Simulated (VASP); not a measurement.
# CdF2 (Fm-3m) in VASP: notebook

The runs below take CdF2 through band structure, with PBE, LDA, r2SCAN.

Program: VASP 6.6.1. These are calculated values, not measurements. Logs are shortened: lines on timing, memory, paths and dates and some standing lists are left out, and cuts for length are marked.

### Step 1. The structure

The structure is cubic, space group Fm-3m (No. 225). The conventional cell has a = 5.388 Å, b = 5.388 Å, c = 5.388 Å, α = 90.00°, β = 90.00°, γ = 90.00°. Cd (site symmetry m-3m) has 8 F at 2.33 Å as nearest neighbours. F (site symmetry -43m) has 4 Cd at 2.33 Å as nearest neighbours.

### Step 2. Band structure, PBE, spin-orbit coupling, no magnetisation

INCAR

```
PREC = Accurate ; ENCUT = 520
EDIFF = 1E-6 ; ISMEAR = 0
SIGMA = 0.02 ; LREAL = False
LASPH = True ; NELM = 80
ALGO = Normal ; ISIF = 2
LWAVE = False ; LCHARG = False
MAGMOM = 0 0 0 0 0 0 0 0 0 ; LORBIT = 11
LSORBIT = True ; GGA_COMPAT = False
GGA = PE ; KPAR = 2
```

KPOINTS

```
regular mesh
0
Gamma
  6 6 6
```

POSCAR

```
CdF2
1.0
    0.0000000000      2.6940000000      2.6940000000
    2.6940000000      0.0000000000      2.6940000000
    2.6940000000      2.6940000000      0.0000000000
Cd F
1 2
Direct
    0.0000000000      0.0000000000      0.0000000000
    0.7500000000      0.7500000000      0.7500000000
    0.2500000000      0.2500000000      0.2500000000
```

KPOINTS_OPT

```
path GXWKGLUWLK,UX
20
line-mode
reciprocal
 0.0000000000  0.0000000000  0.0000000000  G
 0.5000000000  0.0000000000  0.5000000000  X

 0.5000000000  0.0000000000  0.5000000000  X
 0.5000000000  0.2500000000  0.7500000000  W

 0.5000000000  0.2500000000  0.7500000000  W
 0.3750000000  0.3750000000  0.7500000000  K

 0.3750000000  0.3750000000  0.7500000000  K
 0.0000000000  0.0000000000  0.0000000000  G

 0.0000000000  0.0000000000  0.0000000000  G
 0.5000000000  0.5000000000  0.5000000000  L

 0.5000000000  0.5000000000  0.5000000000  L
 0.6250000000  0.2500000000  0.6250000000  U

 0.6250000000  0.2500000000  0.6250000000  U
 0.5000000000  0.2500000000  0.7500000000  W

 0.5000000000  0.2500000000  0.7500000000  W
 0.5000000000  0.5000000000  0.5000000000  L

 0.5000000000  0.5000000000  0.5000000000  L
 0.3750000000  0.3750000000  0.7500000000  K

 0.6250000000  0.2500000000  0.6250000000  U
 0.5000000000  0.0000000000  0.5000000000  X
```

Potentials or basis: VASP PAW PBE potentials, release 64 (Cd, F).

Launch:

```bash
> cat potpaw_PBE.64/Cd/POTCAR potpaw_PBE.64/F/POTCAR > POTCAR
> mpirun -np 2 vasp_ncl > vasp.out
```

OUTCAR:

```text
PREC = Accurate
   ENCUT = 520
   EDIFF = 1E-6
   ISMEAR = 0
   LREAL = False
   LASPH = True
   NELM = 80
   ISIF = 2
   LORBIT = 11
   LSORBIT = True
   GGA = PE

 ion  position               nearest neighbor table
   1  0.000  0.000  0.000-   2 2.33   2 2.33   2 2.33   2 2.33   3 2.33   3 2.33   3 2.33   3 2.33

   2  0.750  0.750  0.750-   1 2.33   1 2.33   1 2.33   1 2.33
   3  0.250  0.250  0.250-   1 2.33   1 2.33   1 2.33   1 2.33

  LATTYP: Found a face centered cubic cell.
 ALAT       =     5.3880000000

  Lattice vectors:

 A1 = (   0.0000000000,   2.6940000000,   2.6940000000)
 A2 = (   2.6940000000,   0.0000000000,   2.6940000000)
 A3 = (   2.6940000000,   2.6940000000,   0.0000000000)

Analysis of symmetry for initial positions (statically):
=====================================================================
 Subroutine PRICEL returns:
 Original cell was already a primitive cell.

 Routine SETGRP: Setting up the symmetry group for a
 face centered cubic supercell.

 Subroutine GETGRP returns: Found 48 space group operations
 (whereof 48 operations were pure point group operations)
 out of a pool of 48 trial point group operations.

The static configuration has the point symmetry O_h .

Analysis of symmetry for dynamics (positions and initial velocities):
=====================================================================
 Subroutine PRICEL returns:
 Original cell was already a primitive cell.

 Routine SETGRP: Setting up the symmetry group for a
 face centered cubic supercell.

 Subroutine GETGRP returns: Found 48 space group operations
 (whereof 48 operations were pure point group operations)
 out of a pool of 48 trial point group operations.

The dynamic configuration has the point symmetry O_h .

Analysis of structural, dynamic, and magnetic symmetry:
=====================================================================
 Subroutine PRICEL returns:
 Original cell was already a primitive cell.

 Routine SETGRP: Setting up the symmetry group for a
 face centered cubic supercell.
[... 752 lines left out ...]
  Direction    XX          YY          ZZ          XY          YZ          ZX
  --------------------------------------------------------------------------------------
  -------------------------------------------------------------------------------------
  Total        1.5130193      1.5130193      1.5130193      0.0000000      0.0000000     -0.0000000
  in kB       61.9915187     61.9915187     61.9915187      0.0000000      0.0000000     -0.0000000
  external PRESSURE =      61.9915187 kB  Pullay stress =       0.0000000 kB

 VOLUME and BASIS-vectors are now :
 -----------------------------------------------------------------------------
  energy-cutoff  :      520.00
  volume of cell :       39.10
      direct lattice vectors                 reciprocal lattice vectors
     0.000000000  2.694000000  2.694000000    -0.185597624  0.185597624  0.185597624
     2.694000000  0.000000000  2.694000000     0.185597624 -0.185597624  0.185597624
     2.694000000  2.694000000  0.000000000     0.185597624  0.185597624 -0.185597624

 POSITION                                       TOTAL-FORCE (eV/Angst)
 -----------------------------------------------------------------------------------
      0.00000      0.00000      0.00000        -0.000000     -0.000000     -0.000000
      4.04100      4.04100      4.04100         0.000000      0.000000      0.000000
      1.34700      1.34700      1.34700        -0.000000     -0.000000     -0.000000
 -----------------------------------------------------------------------------------
    total drift:                                0.000000      0.000000      0.000000

  FREE ENERGIE OF THE ION-ELECTRON SYSTEM (eV)
  ---------------------------------------------------
  free  energy   TOTEN  =       -10.8827977783 eV

  energy  without entropy=      -10.8827977783  energy(sigma->0) =      -10.88279778

 Spin-Orbit-Coupling matrix elements

 Ion:    1  E_soc:     -0.0456299
 l=   1
     0.0000000    -0.0012209    -0.0012209
    -0.0012209     0.0000000    -0.0012209
    -0.0012209    -0.0012209     0.0000000
 l=   2
     0.0000000    -0.0012397     0.0000000    -0.0012397    -0.0051445
    -0.0012397     0.0000000    -0.0038584    -0.0012397    -0.0012861
     0.0000000    -0.0038584     0.0000000    -0.0038584     0.0000000
    -0.0012397    -0.0012397    -0.0038584     0.0000000    -0.0012861
    -0.0051445    -0.0012861     0.0000000    -0.0012861     0.0000000
 l=   3
     0.0000000     0.0000000     0.0000000     0.0000000     0.0000000     0.0000000     0.0000000
     0.0000000     0.0000000     0.0000000     0.0000000     0.0000000     0.0000000     0.0000000
     0.0000000     0.0000000     0.0000000     0.0000000     0.0000000     0.0000000     0.0000000
     0.0000000     0.0000000     0.0000000     0.0000000     0.0000000     0.0000000     0.0000000
[... 29 lines left out ...]
 l=   2
     0.0000000     0.0000000     0.0000000     0.0000000     0.0000000
     0.0000000     0.0000000     0.0000000     0.0000000     0.0000000
     0.0000000     0.0000000     0.0000000     0.0000000     0.0000000
     0.0000000     0.0000000     0.0000000     0.0000000     0.0000000
     0.0000000     0.0000000     0.0000000     0.0000000     0.0000000
 l=   3
     0.0000000     0.0000000     0.0000000     0.0000000     0.0000000     0.0000000     0.0000000
     0.0000000     0.0000000     0.0000000     0.0000000     0.0000000     0.0000000     0.0000000
     0.0000000     0.0000000     0.0000000     0.0000000     0.0000000     0.0000000     0.0000000
     0.0000000     0.0000000     0.0000000     0.0000000     0.0000000     0.0000000     0.0000000
     0.0000000     0.0000000     0.0000000     0.0000000     0.0000000     0.0000000     0.0000000
     0.0000000     0.0000000     0.0000000     0.0000000     0.0000000     0.0000000     0.0000000
     0.0000000     0.0000000     0.0000000     0.0000000     0.0000000     0.0000000     0.0000000

 total charge

# of ion       s       p       d       tot
------------------------------------------
    1        0.231   0.197   9.692  10.120
    2        1.740   4.343   0.000   6.083
    3        1.740   4.343   0.000   6.083
--------------------------------------------------
tot          3.711   8.883   9.692  22.286

 magnetization (x)

# of ion       s       p       d       tot
------------------------------------------
    1        0.000   0.000   0.000   0.000
    2        0.000   0.000   0.000   0.000
    3        0.000   0.000   0.000   0.000
--------------------------------------------------
tot          0.000   0.000   0.000   0.000

 magnetization (y)

# of ion       s       p       d       tot
------------------------------------------
    1        0.000   0.000   0.000   0.000
    2        0.000   0.000   0.000   0.000
    3        0.000   0.000   0.000   0.000
--------------------------------------------------
tot          0.000   0.000   0.000   0.000

 magnetization (z)

# of ion       s       p       d       tot
------------------------------------------
    1        0.000   0.000   0.000   0.000
    2        0.000   0.000   0.000   0.000
    3        0.000   0.000   0.000   0.000
--------------------------------------------------
tot          0.000   0.000   0.000   0.000
```

stdout:

```text
POSCAR found type information on POSCAR CdF
 POSCAR found :  2 types and       3 ions
 scaLAPACK will be used
 LDA part: xc-table for (Slater+PW92), standard interpolation
 POSCAR, INCAR and KPOINTS ok, starting setup
 FFT: planning ... GRIDC
 FFT: planning ... GRID_SOFT
 FFT: planning ... GRID
 WAVECAR not read
 entering main loop
 Start KPOINTS_OPT (optional k-point list driver)
k-point batch [1-16\200]
k-point batch [17-32\200]
k-point batch [33-48\200]
k-point batch [49-64\200]
k-point batch [65-80\200]
k-point batch [81-96\200]
k-point batch [97-112\200]
k-point batch [113-128\200]
k-point batch [129-144\200]
k-point batch [145-160\200]
k-point batch [161-176\200]
k-point batch [177-192\200]
k-point batch [193-200\200]
```

Wall time 86 s (2 MPI ranks of Intel Xeon 6975P-C (Granite Rapids), shared host); peak memory 0.26 GiB.

What came out:

| Item | Value |
| --- | --- |
| Free energy | -10.8828 eV |
| Pressure | 6.2 GPa |
| Valence electrons inside the program's atomic spheres | Cd 10.12; F 6.08 |

### Step 3. Band structure, LDA, spin-orbit coupling, no magnetisation

Changes to INCAR since step 2:

```diff
@@ -8,2 +8,2 @@
 LSORBIT = True ; GGA_COMPAT = False
-GGA = PE ; KPAR = 2
+KPAR = 2
```

KPOINTS is that of step 2.

POSCAR is that of step 2.

KPOINTS_OPT is that of step 2.

Potentials or basis: VASP PAW LDA potentials, release 64 (Cd, F).

Launch:

```bash
> cat potpaw_LDA.64/Cd/POTCAR potpaw_LDA.64/F/POTCAR > POTCAR
> mpirun -np 2 vasp_ncl > vasp.out
```

It took 76 s on 2 MPI ranks of Intel Xeon 6975P-C (Granite Rapids), shared host; peak memory 0.24 GiB.

It converged, with:

* Free energy: -12.7405 eV
* Pressure: -4.8 GPa
* Valence electrons inside the program's atomic spheres: Cd 10.12; F 6.04

### Step 4. Band structure, r2SCAN, spin-orbit coupling, no magnetisation

Changes to INCAR since step 3:

```diff
@@ -8,2 +8,3 @@
 LSORBIT = True ; GGA_COMPAT = False
+METAGGA = R2SCAN ; LMIXTAU = True
 KPAR = 2
```

KPOINTS is that of step 3.

POSCAR is that of step 3.

KPOINTS_OPT is that of step 3.

Potentials or basis: VASP PAW PBE potentials, release 64 (Cd, F).

Launch:

```bash
> cat potpaw_PBE.64/Cd/POTCAR potpaw_PBE.64/F/POTCAR > POTCAR
> mpirun -np 2 vasp_ncl > vasp.out
```

Wall time 5.7 min (2 MPI ranks of Intel Xeon 6975P-C (Granite Rapids), shared host); peak memory 0.31 GiB.

It converged, with:

```yaml
Free_energy: -33.7417 eV
Pressure: 1.0 GPa
Valence_electrons_inside_the_program's_atomic_spheres: Cd 10.10; F 6.12
```

Caveat: the PAW data sets were made with another functional, which shifts forces and pressure a little.

### Step 5. Summary

```tsv
level	potentials or basis	pressure (GPa)
PBE	VASP PAW PBE potentials, release 64 (Cd, F)	6.2
LDA	VASP PAW LDA potentials, release 64 (Cd, F)	-4.8
r2SCAN	VASP PAW PBE potentials, release 64 (Cd, F)	1.0
```

Alike in all rows: task band structure; spin SOC, no magnetisation; cell as given; k mesh 6 × 6 × 6; cutoff (eV) 520; smearing gaussian 0.02 eV.

Caveats: the PAW data sets were made with another functional, which shifts forces and pressure a little (some runs).

Total energies depend on the potentials used, so only differences within one code and one set of settings carry meaning.
